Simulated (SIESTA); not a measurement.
## MnO under changes of volume

One of the cells (10.999 Å³/atom); the others are scaled copies at fixed shape and fractional positions:

```
CELL_PARAMETERS angstrom
0.00000 2.22391 2.22391
2.22391 0.00000 2.22391
2.22391 2.22391 0.00000
ATOMIC_POSITIONS crystal
Mn 0.00000 0.00000 0.00000
O 0.50000 0.50000 0.50000
```

The cell is a database's computed one.

- Program: SIESTA 5.4.2
- Functional: PBEsol
- Potentials or basis: PseudoDojo 0.4 standard (PBEsol files)
- Basis: DZP (energy shift 0.003 Ry; two zetas on semicore shells)
- Grid cutoff: 800 Ry
- Energy shift: 0.003 Ry
- k mesh: 8 × 8 × 8
- Occupations: fermi-dirac, width 0.05 eV
- Spin: collinear spin, ferromagnetic start
- Starting moments: [4.0, 0.0] μB

```csv
volume (Å³/atom),energy over the lowest point (meV/atom),pressure (GPa),moment (μB per cell)
10.339,0.00,0.8,4.62
10.559,1.19,-2.0,4.67
10.779,5.10,-4.0,4.75
10.999,11.02,-5.7,4.81
11.219,19.85,-7.8,4.85
11.439,32.08,-10.2,4.87
11.659,?,?,?
```

**Question.** What does the run at 11.659 Å³/atom give?

**Answer.** Energy over the lowest point 47.67 meV/atom; pressure -12.1 GPa; moment 4.89 μB per cell.

Worked out: A Birch-Murnaghan fit of order 3 (a polynomial in V^(-2/3)) to the other rows has its minimum at 10.26 Å³/atom, just outside them, with B0 = V·E''(V) = 46 GPa (rough, since the energies scatter). It gives 47.38 meV/atom at 11.659 Å³/atom, against the run's 47.67, and -dE/dV = -12.4 GPa, against -12.1. A parabola through the other rows of the moment, of slope 0.0641 μB per Å³/atom there, extrapolates to 4.89 μB, against the run's 4.89.

Energies are extrapolated to zero smearing.

Caveats: short orbitals over semicore shells can move pressures by several GPa; the basis of atomic orbitals isn't converged, which shifts pressures, moduli and gaps; a cell with one magnetic atom can't hold antiferromagnetic order, which such compounds often take.
